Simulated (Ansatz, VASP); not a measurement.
# Two plane-wave programs on CdSe

Contents of INCAR:

```
SYSTEM = CdSe
PREC = Accurate ; ENCUT = 520
EDIFF = 1E-8 ; ISMEAR = -1
SIGMA = 0.03 ; LREAL = .FALSE.
LASPH = .TRUE. ; NELM = 60
ALGO = Normal ; ISIF = 2
LWAVE = .FALSE. ; LCHARG = .FALSE.
GGA = PE ; LEFG = .TRUE.
NBANDS = 16
```

KPOINTS

```
regular mesh
0
G
  12 12 12
  0 0 0
```

Contents of POSCAR:

```
CdSe
1.0
    0.0000000000      2.8974775418      2.8974775418
    2.8974775418      0.0000000000      2.8974775418
    2.8974775418      2.8974775418      0.0000000000
Cd Se
1 1
Direct
    0.0000000000      0.0000000000      0.0000000000
    0.5000000000      0.5000000000      0.5000000000
```

Input for Ansatz:

```yaml
crystal:
  lattice:
    - [0.0, 2.8974775418, 2.8974775418]
    - [2.8974775418, 0.0, 2.8974775418]
    - [2.8974775418, 2.8974775418, 0.0]
  atoms:
    - { symbol: Cd, position: [0.0, 0.0, 0.0] }
    - { symbol: Se, position: [0.5, 0.5, 0.5] }
kpoints:
  mp_grid: { grid: [12, 12, 12] }
scf:
  occupations: { method: fermi_dirac, width: 0.03 }
hamiltonian:
  xc: pbe
  pseudopotentials: { kind: paw }
output:
  forces: true
  stress: true
  eigenvalues: true
  efg: { contact_densities: true }
```

Change from the starting cell: volume scaled by 1.03, PAW files.

Alike in both runs: task electric field gradients; functional PBE; k mesh 12 × 12 × 12; occupations fermi-dirac, width 0.03 eV; no spin polarisation.

```csv
,VASP,Ansatz
version,VASP 6.6.1,Ansatz 0.2.0
potentials or method,"VASP PAW PBE potentials, release 64 (Cd, Se)","PAW with Ansatz's default frozen-core files, scalar-relativistic"
plane-wave cutoff (eV),520,420
valence electrons in the cell,18,36
```

```tsv
	VASP	Ansatz	Ansatz less VASP
pressure (GPa)	-1.4	-1.7	-0.29
Vzz of the field gradient on the site that differs most (V/Å²)	0.0	0.0	0.00
```

With one functional, cell and mesh, what is left measures potentials, basis and numerics. The two sets of potentials don't hold the same shells in valence. Ansatz warned: «gradients_without_spin_orbit».
